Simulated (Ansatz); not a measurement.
Crystal: SiC (Moissanite).

```xyz
4
Lattice="3.0760 0.0000 0.0000 -1.5380 2.6639 0.0000 0.0000 0.0000 5.0480" Properties=species:S:1:pos:R:3 pbc="T T T"
Si    1.5380    0.8880    2.5240
Si    0.0000    1.7759    0.0000
C     1.5380    0.8880    4.4675
C     0.0000    1.7759    1.9435
```

Below is the output of Ansatz 0.2.0 for this cell. Logs are shortened: lines on timing, memory, paths and dates and some standing lists are left out, and cuts for length are marked.

```text
Warning: RAYON_NUM_THREADS=2 ignored (pool sized by the plan → 2); use --threads N
Engine: ansatz 0.2.0, x86_64-unknown-linux-gnu
Pseudopotentials: kind: paw
Pseudopotential: Si, paw, valence charge 4, recommended cutoff 420 eV (normal), Si.paw.azcp
Pseudopotential: C, paw, valence charge 4, recommended cutoff 420 eV (normal), C.paw.azcp
Functional definition: PBEsol
  exchange = pbesol_x
  correlation = pbesol_c
Crystal: 4 atoms, lattice volume = 41.364 Å³
Basis set: ecut = 420 eV, 785 PW (Γ), exchange–correlation on 48×48×72 points (8 copies of the dense FFT grid, shifted against one another)
Bands: 12, of which v1, the nominal top of the filled ones, is band 8 counted from 1 (7 counted from 0)
Symmetry: 12 space group operations
Space group: P63mc (ITA 186), of the structure as read, at distance tolerance 3.5e-5 Å
k-points: 30 of 320 (time reversal used)
Non-local potential: Si, projectors of the file, l = 0: 2, l = 1: 2, l = 2: 2
Non-local potential: C, projectors of the file, l = 0: 2, l = 1: 2, l = 2: 1
PAW form: soft (Blöchl's): semilocal exchange-correlation on the pseudo side does not see the compensation charge
PAW frozen core: Si, regenerated for the run's functional, and the local potential with it (the file was generated under x = pbe(κ = 0.804, μ = 0.2195149727645171), c = pbe(β = 0.06672455060314922))
PAW frozen core: C, regenerated for the run's functional, and the local potential with it (the file was generated under x = pbe(κ = 0.804, μ = 0.2195149727645171), c = pbe(β = 0.06672455060314922))
PAW one-centre angular grid: Si, 110 points (default); XC on 64 Gauss nodes
PAW one-centre angular grid: C, 110 points (default); XC on 64 Gauss nodes
Initial density: superposition of atomic densities (neutral atoms: chi_scale 0, normalization atom), corrected by the library's trained network
Initial wavefunctions: pseudopotential atomic-orbital guess
Functional: x = pbesol(κ = 0.804, μ = 0.12345679012345678), c = pbesol(β = 0.046)
SCF iter   1: F=—  HF=-1737.377632 eV  |F-HF|=—  |Δ(HF+E_count)|=         —  Δρ=8.35e-3  dr2=3.53e-2  ethr=1.77e-3  ⟨swp⟩=4.4  Hψ=2083  notcnv=0  defer=58
preconditioner: auto → none  [insulator: Δε(μ)=2.317 eV  Ē_g=11.801 eV  n_scr=2 (ndim 8)  ℏωp=23.1 eV  f_vac=0.000  ε∞_Penn≈4.8]
SCF iter   2: F=—  HF=-1737.367841 eV  |F-HF|=—  |Δ(HF+E_count)|=   9.79e-3  Δρ=2.38e-3  dr2=1.87e-3  ethr=2.20e-4  ⟨swp⟩=2.7  Hψ=860  notcnv=0  defer=59
[... 402 lines left out ...]
--- Elastic constants: 3 strain directions × 2 members + reference (group order 12) ---
  dense FFT box of the reference and of every strained cell: 24×24×36
  strains applied: 11, 33, 23; error gains: componentwise 1.00 (the most a stress slope's error grows in a printed constant), spectral 1.41 (1 for all six strains in a standard setting)
  reference relaxed by the batch: 5 steps; max|allowed force component| 7.46e-1 eV/Å at the deck's positions, 4.32e-7 at the last accepted step, 4.08e-7 by the solve of record
  largest displacement 2.3e-2 Å; the constants are those of the deck's cell at these positions:
  atoms:
    - { symbol: Si, position: [0.6666666666666666, 0.3333333333333333, 0.504588042353122] }
    - { symbol: Si, position: [0.3333333333333333, 0.6666666666666666, 0.00458804235312206] }
    - { symbol: C, position: [0.6666666666666666, 0.3333333333333333, 0.8804119576468781] }
    - { symbol: C, position: [0.3333333333333333, 0.6666666666666666, 0.3804119576468779] }
  C = ∂σ_k/∂η_j (tension-positive GPa; Voigt order 11 22 33 23 13 12):
       503.605    110.970     57.449      0.000      0.000      0.000
       110.970    503.605     57.449      0.000      0.000      0.000
        57.297     57.297    543.708      0.000      0.000      0.000
         0.000      0.000     -0.000    149.684      0.000      0.000
         0.000      0.000     -0.000      0.000    149.684      0.000
         0.000      0.000      0.000      0.000      0.000    196.318
  reference stress σ⁰ (GPa):      0.009      0.009      0.047     -0.000     -0.000     -0.000
  C* (energy form; C + prestress term) asymmetry max|C*_kj − C*_jk| = 1.139e-1 GPa — a small one proves nothing (zero by symmetry where the batch's group is 432, −43m or m−3m); a large one is finite-difference/SCF noise where every solve meets its electron count
  moduli (Voigt/Reuss/Hill, GPa): K = 222.48/222.46/222.47   G = 187.48/181.00/184.24   E = 433.15   ν = 0.175
  mechanically stable: yes (min eigenvalue of sym C = 149.68 GPa)
  strain η (Voigt 11):  stress-route row diagonal C_11 = 503.61 GPa, energy-path curvature d²(F+E_count+ΔE)/dδ²/Ω₀ = 502.81 GPa
         δ    σ_11 (GPa)             F (eV)   n_scf  n_hpsi   n_pw
    -2.000e-3      -1.0042       -1737.4029248      10   15149    822   relax 5 steps, max|allowed force component| 1.11e-6 eV/Å
     2.000e-3       1.0102       -1737.4028839      10   15134    826   relax 3 steps, max|allowed force component| 2.66e-7 eV/Å
  strain η (Voigt 33):  stress-route row diagonal C_33 = 543.71 GPa, energy-path curvature d²(F+E_count+ΔE)/dδ²/Ω₀ = 543.22 GPa
         δ    σ_33 (GPa)             F (eV)   n_scf  n_hpsi   n_pw
    -2.000e-3      -1.0442       -1737.4029225      10    7199    818   relax 3 steps, max|allowed force component| 4.60e-7 eV/Å
     2.000e-3       1.1307       -1737.4028332      10    7191    822   relax 3 steps, max|allowed force component| 7.80e-7 eV/Å
  strain η (Voigt 23):  stress-route row diagonal C_44 = 149.68 GPa, energy-path curvature d²(F+E_count+ΔE)/dδ²/Ω₀ = 149.79 GPa
         δ    σ_23 (GPa)             F (eV)   n_scf  n_hpsi   n_pw
    -2.000e-3      -0.2994       -1737.4030883      10   22340    822   relax 3 steps, max|allowed force component| 6.60e-6 eV/Å
     2.000e-3       0.2994       -1737.4030883      10   22340    822   relax 4 steps, max|allowed force component| 8.58e-7 eV/Å
```

Task: Write the input and the command behind it.

Result: Elastic constants with PBEsol, no spin polarisation. The files as run (others can give the same):

input.yaml
```yaml
crystal:
  lattice:
    - [3.076, 0.0, 0.0]
    - [-1.538, 2.663894142, 0.0]
    - [0.0, 0.0, 5.048]
  atoms:
    - { symbol: Si, position: [0.6666666667, 0.3333333333, 0.5] }
    - { symbol: Si, position: [0.3333333333, 0.6666666667, 0.0] }
    - { symbol: C, position: [0.6666666667, 0.3333333333, 0.885] }
    - { symbol: C, position: [0.3333333333, 0.6666666667, 0.385] }
hamiltonian:
  xc: pbesol
  pseudopotentials: { kind: paw }
kpoints:
  mp_grid: { grid: [8, 8, 5] }
scf:
  occupations: { method: fixed }
output:
  forces: true
  stress: true
elastic:
  mode: relaxed_ion
  stencil: two_point
```

Potentials or basis: Ansatz PAW.
Launch:
```bash
$ ansatz run input.yaml --threads 2 --pin off --max-ram 5120MiB --backend cpu --events-out ev --progress --plain --runs-dir out
```

Caveat: odd divisions of the mesh miss points on the zone boundary, where band edges often lie, so the gap on the mesh can be too wide; the PAW data sets come from PBE, with cores solved anew for the run's functional, which leaves a small shift of forces and pressure.
